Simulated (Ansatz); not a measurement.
SiO₂ — 17O NMR of the central transition

Cell: a computed structure from the Materials Project (it need not be an observed phase), taken as it stands.

```cif
data_SiO2
_symmetry_space_group_name_H-M 'Pmma'
_symmetry_Int_Tables_number 51
_cell_length_a 13.8193
_cell_length_b 6.9106
_cell_length_c 6.4190
_cell_angle_alpha 90.000
_cell_angle_beta 90.000
_cell_angle_gamma 90.000
loop_
_atom_site_label
_atom_site_type_symbol
_atom_site_symmetry_multiplicity
_atom_site_Wyckoff_symbol
_atom_site_fract_x
_atom_site_fract_y
_atom_site_fract_z
Si1 Si 4 i 0.1152 0.0000 0.5007
Si5 Si 4 k 0.2500 0.2697 0.2622
Si9 Si 2 e 0.2500 0.0000 0.8815
O11 O 2 c 0.0000 0.0000 0.5000
O13 O 8 l 0.1544 0.1914 0.3816
O21 O 4 i 0.1541 0.0000 0.7379
O25 O 2 f 0.2500 0.5000 0.2613
O27 O 4 k 0.2500 0.1917 0.0252
```

One atom of each set is listed.

Computed with Ansatz: DFT, r2SCAN, plane waves and PAW, scalar-relativistic, 500 eV cutoff, Γ-centred 2×3×3 k-points, Fermi–Dirac smearing 0.02 eV.

17O has I = 5/2 and Q = -25.58 mb (Pyykkö 2018); at 11.7 T its Larmor frequency is ν₀ = 67.6 MHz. Only the quadrupole interaction is simulated: positions count from each site's isotropic chemical shift, and J coupling is left out, as are shift anisotropy and dipolar coupling, which fast spinning averages.

**Question.** Give C_Q, η, the quadrupolar product P_Q = |C_Q|(1 + η²/3)^½, the second-order isotropic shift and the breadth of the pattern (fast magic-angle spinning) for each O site.

**Answer.** 

```json
{"site": "O11", "first shell": "2 Si at 1.59 Å, angle 180°", "C_Q (MHz)": "-6.37", "η": "0.01", "P_Q (MHz)": "6.37", "δ_QIS (ppm)": "-53.4", "breadth (kHz)": "7.76"}
{"site": "O13", "first shell": "2 Si at 1.62 Å, angle 140°", "C_Q (MHz)": "-5.54", "η": "0.28", "P_Q (MHz)": "5.61", "δ_QIS (ppm)": "-41.3", "breadth (kHz)": "6.38"}
{"site": "O21", "first shell": "2 Si at 1.61 Å, angle 144°", "C_Q (MHz)": "-5.71", "η": "0.22", "P_Q (MHz)": "5.76", "δ_QIS (ppm)": "-43.6", "breadth (kHz)": "6.67"}
{"site": "O25", "first shell": "2 Si at 1.59 Å, angle 180°", "C_Q (MHz)": "-6.35", "η": "0.02", "P_Q (MHz)": "6.35", "δ_QIS (ppm)": "-53.0", "breadth (kHz)": "7.72"}
{"site": "O27", "first shell": "2 Si at 1.61 Å, angle 144°", "C_Q (MHz)": "-5.71", "η": "0.21", "P_Q (MHz)": "5.75", "δ_QIS (ppm)": "-43.5", "breadth (kHz)": "6.65"}
```

δ_QIS = −(ν_Q²/30ν₀²)[I(I+1) − 3/4](1 + η²/3) × 10⁶ ppm with ν_Q = 3|C_Q|/[2I(2I−1)]; it falls as 1/B₀² in ppm, and the breadth as 1/B₀ in kHz.

At O13, O21 and O27 V_zz runs parallel to the line that joins its two neighbours (within 1°) in each case. At O11 and O25 V_zz points along the line of its two bonds (within 1°) in each case.
